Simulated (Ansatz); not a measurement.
# BaO: the cost of one run

Program: Ansatz 0.2.0. Level of theory: DFT PBEsol, scalar-relativistic, plane waves, PAW. These are calculated values, not measurements.

The COD cell was measured well above room temperature, so it is larger than a cold one.

1 further run of the same task is left out (set aside as unsound or not needed).

## (1) The starting structure

Symmetry: Fm-3m, No. 225, cubic system. The conventional cell has a = 5.432 Å, b = 5.432 Å, c = 5.432 Å, α = 90.00°, β = 90.00°, γ = 90.00°. Ba (site symmetry m-3m) is surrounded by 6 O at 2.72 Å. O (site symmetry m-3m) is surrounded by 6 Ba at 2.72 Å.

As a file:

```
Ba O
1.0
     0.00000    2.71622    2.71622
     2.71622    0.00000    2.71622
     2.71622    2.71622    0.00000
Ba O
1 1
Direct
  0.00000 0.00000 0.00000
  0.50000 0.50000 0.50000
```

It was made, by the change told below, from a structure of the Crystallography Open Database.

## (2) One element swapped, cell strained: Mg → Ba, first probe

The structure above already holds this change against its source: Ba takes all sites of Mg, and lengths are scaled by 1.214 as a first guess of the size; strain xx, yy, zz, yz, xz, xy = +4.7, +4.7, +4.7, +0.0, +0.0, +0.0 %.

Contents of input.yaml:

```yaml
crystal:
  lattice:
    - [0.0, 2.7162198088, 2.7162198088]
    - [2.7162198088, 0.0, 2.7162198088]
    - [2.7162198088, 2.7162198088, 0.0]
  atoms:
    - { symbol: Ba, position: [0.0, 0.0, 0.0] }
    - { symbol: O, position: [0.5, 0.5, 0.5] }
basis:
  ecutwfc: 420
kpoints:
  mp_grid: { grid: [6, 6, 6] }
hamiltonian:
  xc: pbesol
scf:
  occupations: { method: gaussian, width: 0.1 }
output:
  forces: true
  stress: true
  eigenvalues: true
```

On the command line:

```
ansatz run input.yaml --threads 1 --pin off --max-ram 1331MiB --backend cpu --events-out ev --progress --plain --runs-dir out
```

Q: Estimate wall time and peak memory on 1 thread of an x86-64 CPU, shared host.

About 2.4 s, with a peak of 0.3 GiB.
